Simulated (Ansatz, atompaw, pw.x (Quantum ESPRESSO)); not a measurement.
**gallium (Ga): does the PAW (atompaw) potential hold in the solid?**

```json
{"Element": "gallium", "Generator": "atompaw 4.2.0.5", "Type": "PAW", "Functional": "PBE", "Relativity": "scalar-relativistic", "Frozen core": "[Ar] 3d10", "Valence charge": "3", "Reference configuration": "4s2 4p1", "Partial waves": "4s (bound): rc 2.25 bohr; 4s channel at 2 Ry: rc 2.25 bohr; 4p (bound): rc 2.25 bohr; 4p channel at 0.2 Ry: rc 2.25 bohr", "Local potential": "troulliermartins scheme with l = 2 at 1 Ry, radius 2.20 bohr", "Core correction": "smooth core density matched at 1.25 bohr", "Augmentation charge": "besselshape compensation charge, radius 2.10 bohr; PAW radius 2.25 bohr; waves and projectors: custom polynom vanderbiltortho"}
```

Atomic tests: cutoffs needed: 6 Ry and 10 Ry (the cutoffs (Ry, on a coarse ladder) from which the occupation-weighted sum of valence levels, in a spherical-Bessel basis at the reference potential, stays within 10 and 1 mRy of its value at 400 Ry); ghost test: no extra level below or beside the all-electron valence levels (s, p, d, f tested) (spherical-Bessel basis up to 400 Ry, 20 bohr box); lowest eigenvalue of the overlap operator: 0.10 (s channel).

Crystal test: fcc Ga in pw.x 7.5, no spin, 13³ k-points, Fermi–Dirac smearing 0.01 Ry, cutoffs 40/400 Ry. The reference is all-electron LAPW (Ansatz 0.2.0) with the same functional, mesh and smearing; V0 and B0 come from Birch–Murnaghan fits to the pressures at five volumes. Errors are pseudo minus all-electron; Δ is the rms difference of the E(V) curves that follow from these fits, minima aligned, over ±6 % about the mean V0. Mesh and smearing are coarse, so the numbers serve the comparison and aren't converged zero-temperature values; the lattice is a test structure that the element need not adopt.

```json
{"V (Å³/atom)": "18.074", "P all-electron (GPa)": "2.74", "P pseudo (GPa)": "-0.35"}
{"V (Å³/atom)": "18.549", "P all-electron (GPa)": "1.23", "P pseudo (GPa)": "-1.61"}
{"V (Å³/atom)": "19.025", "P all-electron (GPa)": "-0.07", "P pseudo (GPa)": "-2.70"}
{"V (Å³/atom)": "19.501", "P all-electron (GPa)": "-1.20", "P pseudo (GPa)": "-3.63"}
{"V (Å³/atom)": "19.976", "P all-electron (GPa)": "-2.17", "P pseudo (GPa)": "-4.42"}
```

All-electron: a0 = 4.236 Å (V0 = 19.00 Å³/atom), B0 = 48.8 GPa.

Pseudopotential: mean pressure error (GPa): -2.65. The pressure does not cross zero within the volumes sampled, so no fit is given. This is a poor potential for the solid.

Task: At the middle volume, how do free energy and pressure move when the wave cutoff is lowered (ecutrho held at 400 Ry)?

Result:

```tsv
cutoff (Ry)	shift of F (meV/atom)	shift of P (GPa)
18	+16.7	+0.15
24	+4.5	-0.08
32	+0.2	-0.01
```

The 8 pw.x runs together took about 52 s on one core of a shared server CPU.
